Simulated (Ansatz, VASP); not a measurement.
This is a calculation of Si2Ni for VASP 6.6.1.

File INCAR:

```
PREC     = Accurate       # precision mode
ENCUT    = 520            # plane-wave cutoff, eV
EDIFF    = 1E-6           # SCF threshold, eV
ISMEAR   = 0              # smearing method
SIGMA    = 0.026000000000000002 # smearing width, eV
LREAL    = False          # projectors in reciprocal space
LASPH    = True           # aspherical terms in the spheres
NELM     = 150            # most SCF steps
ALGO     = Normal         # electronic algorithm
ISIF     = 2              # what is computed and relaxed
LWAVE    = False          # write WAVECAR
LCHARG   = False          # write CHGCAR
ISPIN    = 2              # spin polarisation
MAGMOM   = 1 0 0          # initial moments
LORBIT   = 11             # projections on sites
LMAXMIX  = 4              # l up to which the mixer works
GGA      = PE             # functional
NBANDS   = 20             # bands
```

KPOINTS

```
Automatic mesh
0
Gamma
  9 9 9
```

File POSCAR:

```
Si2Ni
1.0
    0.0000000000      2.7030000000      2.7030000000
    2.7030000000      0.0000000000      2.7030000000
    2.7030000000      2.7030000000      0.0000000000
Ni Si
1 2
Direct
    0.0000000000      0.0000000000      0.0000000000
    0.7500000000      0.7500000000      0.7500000000
    0.2500000000      0.2500000000      0.2500000000
```

Potentials or basis: VASP PAW PBE potentials, release 64 (Ni, Si).

Command:

```sh
$ cat potpaw_PBE.64/Ni/POTCAR potpaw_PBE.64/Si/POTCAR > POTCAR
$ mpirun -np 1 vasp_std > vasp.out
```

Problem. Set up the same calculation for Ansatz 0.2.0. Potentials there: all-electron LAPW, scalar-relativistic.

Solution. As run (the cutoff follows the program's own potentials):

The input input.yaml:

```yaml
crystal:
  lattice:
    - [0.0, 2.703, 2.703]
    - [2.703, 0.0, 2.703]
    - [2.703, 2.703, 0.0]
  atoms:
    - { symbol: Ni, position: [0.0, 0.0, 0.0], spin: 1.0 }
    - { symbol: Si, position: [0.75, 0.75, 0.75] }
    - { symbol: Si, position: [0.25, 0.25, 0.25] }
kpoints:
  mp_grid: { grid: [9, 9, 9] }
scf:
  occupations: { method: gaussian, width: 0.026 }
hamiltonian:
  xc: pbe
  pseudopotentials: { kind: all_electron, lapw: { basis_error: 0.002 } }
magnetization:
  spin_polarized: true
output:
  forces: true
  stress: true
  eigenvalues: true
```

Potentials or basis: all-electron LAPW, scalar-relativistic.

Command:

```bash
$ ansatz run input.yaml --threads 4 --pin off --max-ram 12288MiB --backend cpu --events-out ev --progress --plain --runs-dir out
```

Both were run:

|  | VASP | Ansatz | Ansatz less VASP |
| --- | --- | --- | --- |
| gap on the k mesh at the Fermi level (eV) | none | none | - |
| pressure (GPa) | 3.8 | 4.0 | +0.14 |
| net moment per atom (μB) | 0.00 | 0.00 | 0.000 |

A gap of «none» marks a metal or a gap that the smearing closes. Ansatz ran all-electron here, so the differences hold the error of VASP's frozen core and of both bases.

Caveats: the starting moments weren't kept (Ansatz).
